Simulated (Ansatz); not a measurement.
BN (started from an entry of an open crystallographic database) (r2SCAN+rVV10 geometry), in Ansatz:

```
B N
1.0
     2.50058    0.00000    0.00000
    -1.25029    2.16557    0.00000
     0.00000    0.00000    6.52364
B N
2 2
Direct
  0.33333 0.66667 0.25000
  0.66667 0.33333 0.75000
  0.33333 0.66667 0.75000
  0.66667 0.33333 0.25000
```

G0W0@PBE with 132 empty bands, a screening cutoff of 140 eV and a 6×6×2 mesh (PAW, contour deformation) gives 5.780 eV over the mesh points, from a PBE gap of 4.266 eV; it sums over 140 bands with 139 plane waves in the screening and a wave cutoff of 420 eV. The G0W0 figures hold for the stated bands, cutoff and mesh and aren't extrapolated. No spin polarisation and no zero-point or thermal motion.

Task: Estimate the gap with frequency model Godby-Needs pole.

Result: 5.762 eV (-0.018 eV), from a Kohn-Sham gap of 4.266 eV.

Task: Estimate the gap with starting point r2SCAN.

Result: 6.033 eV (+0.253 eV), from a Kohn-Sham gap of 4.821 eV.

Task: Estimate the gap with starting point HSE06.

Result: 6.406 eV (+0.626 eV), from a Kohn-Sham gap of 5.579 eV.

Task: Estimate the gap with empty bands 57, screening cutoff 80 eV.

Result: 5.641 eV (-0.139 eV), from a Kohn-Sham gap of 4.266 eV.
